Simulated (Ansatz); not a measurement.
Ansatz input file:

```yaml
crystal:
  lattice:
    - [0.0, 2.31, 2.31]
    - [2.31, 0.0, 2.31]
    - [2.31, 2.31, 0.0]
  atoms:
    - { symbol: Hf, position: [0.5, 0.5, 0.5] }
    - { symbol: B, position: [-0.0194805195, 0.0194805195, 0.0194805195] }
basis:
  ecutwfc: 420
kpoints:
  mp_grid: { grid: [14, 14, 14] }
hamiltonian:
  xc: pbesol
scf:
  occupations: { method: gaussian, width: 0.1 }
output:
  forces: true
  stress: true
  eigenvalues: true
  populations: true
```

Run as
```bash
ansatz run input.yaml --threads 1 --pin off --max-ram 1331MiB --backend cpu --events-out ev --progress --plain --runs-dir out
```

Theory: DFT PBEsol, scalar-relativistic, plane waves, PAW (Ansatz 0.2.0).

Abridged output (iterations and final results):

```
SCF iter   1: F=—  HF=-15751.334122 eV  |F-HF|=—  |Δ(HF+E_count)|=         —  Δρ=6.67e-3  dr2=1.39e-2  ethr=1.77e-3  ⟨swp⟩=5.0  Hψ=19495  notcnv=0
SCF iter   2: F=—  HF=-15751.330961 eV  |F-HF|=—  |Δ(HF+E_count)|=   3.16e-3  Δρ=3.68e-3  dr2=4.10e-3  ethr=4.78e-5  ⟨swp⟩=1.3  Hψ=6711  notcnv=0
SCF iter   3: F=—  HF=-15751.329854 eV  |F-HF|=—  |Δ(HF+E_count)|=   1.11e-3  Δρ=5.31e-4  dr2=5.26e-5  ethr=1.41e-5  ⟨swp⟩=2.0  Hψ=5417  notcnv=0  defer=5
SCF iter   4: F=—  HF=-15751.329849 eV  |F-HF|=—  |Δ(HF+E_count)|=   4.86e-6  Δρ=4.21e-4  dr2=4.22e-5  ethr=1.81e-7  ⟨swp⟩=2.9  Hψ=8758  notcnv=0  defer=6
SCF iter   5: F=—  HF=-15751.329802 eV  |F-HF|=—  |Δ(HF+E_count)|=   4.72e-5  Δρ=1.01e-4  dr2=2.64e-6  ethr=1.46e-7  ⟨swp⟩=2.0  Hψ=8104  notcnv=0  defer=5
SCF iter   6: F=—  HF=-15751.329799 eV  |F-HF|=—  |Δ(HF+E_count)|=   2.26e-6  Δρ=3.59e-5  dr2=1.71e-7  ethr=9.09e-9  ⟨swp⟩=2.1  Hψ=8151  notcnv=0  defer=5
SCF iter   7: F=-15751.329799 eV  HF=-15751.329799 eV  |F-HF|=5.92e-9  |Δ(HF+E_count)|=   3.70e-8  Δρ=3.81e-6  dr2=2.04e-9  ethr=3.45e-10  ⟨swp⟩=6.4  Hψ=20022  notcnv=0
SCF 1 converged in 7 iterations: F = -15751.329799 eV  dr2 = 2.04e-9
SCF converged after 7 iterations
Free energy (F): -15751.329799 eV
Harris-Foulkes:  -15751.329799 eV  (|F-HF|=5.92e-9)
Internal energy: -15751.324662 eV  (E = F + TS)
E sigma→0 (E₀):  -15751.327231 eV
Entropy (-TS):   -0.005137 eV (-2.569 meV/atom)
Fermi energy:    19.531352 eV
--- Per-component energies (eV) ---
  E_band       = 117.637786
  E_kinetic    = 478.948333
  E_local      = -5021.403450  (includes V_loc(G=0)·N_el)
  E_nonlocal   = -1224.119372
  E_hartree    = 2390.121889
  E_xc         = -332.560023
  E_vxc        = -307.843413  (∫ρ·V_xc dr)
  E_paw        = -6885.059921  (= ΣΔE_a)
  E_vpaw       = 1411.811206  (= ΣTr[D̂ρ^β])
  E_aug_tail   = -0.000005  (compensation charges beyond the density's cutoff)
  E_ewald      = -5158.517914
  E_core_change = 1.265803  (= ΣΔE_core)
  E_smearing   = -0.005137  (= −TS)
--- Forces (eV/Å), atoms counted from 1 ---
  atom   1  Hf     1.03538048     0.00000000     0.00000000
  atom   2  B     -1.03538606     0.00000000     0.00000000
--- Stress (GPa, compression-positive) ---
       25.708092       0.000000       0.000000
        0.000000      23.089971       0.000000
        0.000000       0.000000      23.089971
  P = ⅓ Tr σ = 23.9627 GPa (239.627 kbar)
--- Band table (eV; the first three rows and the last of 244) ---
  k-point 0: bands = ["-40.3224", "-8.8373", "-8.8251", "-8.8251", "9.6718", "9.6809", "9.6821", "9.6821", "9.7732", "9.7732", "9.7735", "9.9817", "21.4962", "21.4962", "21.6512", "22.8964", "23.6832", "23.7643", "23.7643"]
  k-point 1: bands = ["-40.3202", "-8.8691", "-8.8361", "-8.8291", "9.6739", "9.6825", "9.6838", "9.6852", "9.7700", "9.7702", "9.7735", "10.1294", "21.0142", "21.4002", "21.5799", "22.4560", "22.6720", "23.8539", "25.1657"]
  k-point 2: bands = ["-40.3139", "-8.9753", "-8.8479", "-8.8401", "9.6724", "9.6895", "9.6917", "9.6939", "9.7613", "9.7615", "9.7738", "10.5583", "20.0574", "20.7448", "20.8580", "22.5009", "22.5751", "24.2090", "26.7825"]
  k-point 243: bands = ["-40.2614", "-9.3366", "-9.2461", "-9.1033", "9.7077", "9.7146", "9.7146", "9.7248", "9.7407", "9.7414", "9.7468", "13.8594", "18.1228", "18.2227", "18.3923", "24.4499", "25.6872", "27.3603", "27.4610"]
--- Löwdin populations: 2 sites ---
  site symbol q [e]
     0     Hf     25.4547
     1      B      3.5219
  spilling = 0.000808 (of n_electrons = 29.000000)
```

Self-consistency was reached.

Spin–orbit coupling is left out, which can shift energies with elements as heavy as these.